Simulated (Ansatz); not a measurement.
## CaF2 under pressure: fit and missing row

CaF2, Fm-3m, a = 5.512 Å. Ansatz: PBE, PAW, 420 eV, Γ-centred 8×8×8 mesh on 3 atoms, Gaussian smearing 0.02 eV; no spin polarisation. Cell and atoms are relaxed at each pressure, and no other structure is tried; the real crystal is known to change phase within this range, so the rows at high pressure are metastable.

```tsv
V (Å³/atom)	P (GPa)
?	59.99
11.076	29.95
12.107	15.06
12.802	8.04
13.459	3.00
13.954	-0.03
14.552	-2.99
```

Take V0 = 13.954 Å³/atom, count pressures from its P0 = -0.03 GPa, fit the third-order Birch–Murnaghan form to the other rows, and predict the missing volume.

With the Eulerian strain f = ½[(V0/V)^(2/3) − 1] and y = (P − P0)/[3f(1 + 2f)^(5/2)], the form is the line y = B0 + 1.5 B0 (B0′ − 4) f. Rows (f, y): 0.08324, 81.7; 0.04964, 80.0; 0.02956, 78.8; 0.01219, 78.0; -0.01379, 76.7. Means f = 0.03217, y = 79.040; Σ(Δf)² = 0.005432, ΣΔfΔy = 0.2816; the slope is their ratio. y = 77.37 + 51.84 f GPa, so B0 = 77.4 GPa and B0′ = 4 + 2 × (51.84)/(3 × 77.37) = 4.45. P = 59.99 GPa is met at f = 0.13216 (y = 84.22), so V = V0 (1 + 2f)^(−3/2) = 9.815 Å³/atom. The run gave 9.810 Å³/atom, so the fit is 0.005 Å³/atom too high, a small miss on the scale of the series. The form still works here, 91 % of the fitted range beyond its end.